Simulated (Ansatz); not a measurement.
ZrC:

```
Zr C
1.0
     0.00000    2.36500    2.36500
     2.36500    0.00000    2.36500
     2.36500    2.36500    0.00000
Zr C
1 1
Direct
  0.50000 0.50000 0.50000
  0.00000 0.00000 0.00000
```

Base run:

- Program: Ansatz 0.2.0
- Functional: PBEsol
- Potentials or basis: all-electron PAW datasets made for the crystal
- Cutoff: 280 eV (chosen from the basis error)
- k mesh: 8 × 8 × 8
- Occupations: fermi-dirac, width 0.05 eV
- Spin: no spin polarisation

Its results: band gap on the k mesh none (metal or under the smearing width); pressure -8.5 GPa.

**Question.** The run is repeated on the same cell with these changes: functional from PBEsol to HSE06; cutoff from 280 eV (chosen from the basis error) to 310 eV (chosen from the basis error). What comes out?

**Answer.** Band gap on the k mesh none (metal or under the smearing width); pressure -5.7 GPa.

Caveats: the k mesh is thin for a metal, which can move the energy by tens of meV per atom.
